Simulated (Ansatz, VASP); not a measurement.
## One calculation of BN, two programs

File INCAR:

```
PREC = Accurate
ENCUT = 520
EDIFF = 1E-6
ISMEAR = -1
SIGMA = 0.02
LREAL = False
LASPH = True
NELM = 100
ALGO = Normal
ISIF = 2
LWAVE = False
LCHARG = True
GGA = PE
LELF = True
LVHAR = True
NBANDS = 16
```

File KPOINTS:

```
Automatic mesh
0
Gamma
  11 11 4
```

File POSCAR:

```
BN
1.0
    2.4956170876      0.0000000000      0.0000000000
   -1.2478085438      2.1612677960      0.0000000000
    0.0000000000      0.0000000000      6.6389215727
B N
2 2
Direct
    0.3333333333      0.6666666667      0.2500000000
    0.6666666667      0.3333333333      0.7500000000
    0.3333333333      0.6666666667      0.7500000000
    0.6666666667      0.3333333333      0.2500000000
```

Input for Ansatz:

```yaml
crystal:
  lattice:
    - [2.4956170876, 0.0, 0.0]
    - [-1.2478085438, 2.161267796, 0.0]
    - [0.0, 0.0, 6.6389215727]
  atoms:
    - { symbol: B, position: [0.3333333333, 0.6666666667, 0.25] }
    - { symbol: B, position: [0.6666666667, 0.3333333333, 0.75] }
    - { symbol: "N", position: [0.3333333333, 0.6666666667, 0.75] }
    - { symbol: "N", position: [0.6666666667, 0.3333333333, 0.25] }
kpoints:
  mp_grid: { grid: [11, 11, 4] }
  band_path:
    path:
      - [0.0, 0.0, 0.0]
      - [0.5, 0.0, 0.0]
      - [0.3333333333, 0.3333333333, 0.0]
      - [0.0, 0.0, 0.0]
      - [0.0, 0.0, 0.5]
      - [0.5, 0.0, 0.5]
      - [0.3333333333, 0.3333333333, 0.5]
      - [0.0, 0.0, 0.5]
      - [0.5, 0.0, 0.5]
    npoints: 5
scf:
  occupations: { method: fermi_dirac, width: 0.02 }
hamiltonian:
  xc: pbe
  pseudopotentials: { kind: all_electron, lapw: { basis_error: 0.001 } }
output:
  forces: true
  stress: true
  eigenvalues: true
```

Change from the starting cell: volume scaled by 0.99.

Alike in both runs: task single point; functional PBE; k mesh 11 × 11 × 4; occupations fermi-dirac, width 0.02 eV; no spin polarisation.

|  | VASP | Ansatz |
| --- | --- | --- |
| version | VASP 6.6.1 | Ansatz 0.2.0 |
| potentials or method | VASP PAW PBE potentials, release 64 (B, N) | all-electron LAPW, scalar-relativistic |
| plane-wave cutoff (eV) | 520 | see its input |

```tsv
	VASP	Ansatz	Ansatz less VASP
gap on the k mesh at the Fermi level (eV)	4.35	4.35	0.000
pressure (GPa)	5.9	5.8	-0.11
largest component of the traceless stress (GPa)	3.08	2.82	-0.260
```

Ansatz ran all-electron here, so the differences hold the error of VASP's frozen core and of both bases.

Caveats: an odd mesh through Γ misses points on the zone boundary, where band edges often lie; this functional lacks dispersion, which binds the layers, so the pressure and a relaxed spacing across them are unreliable.
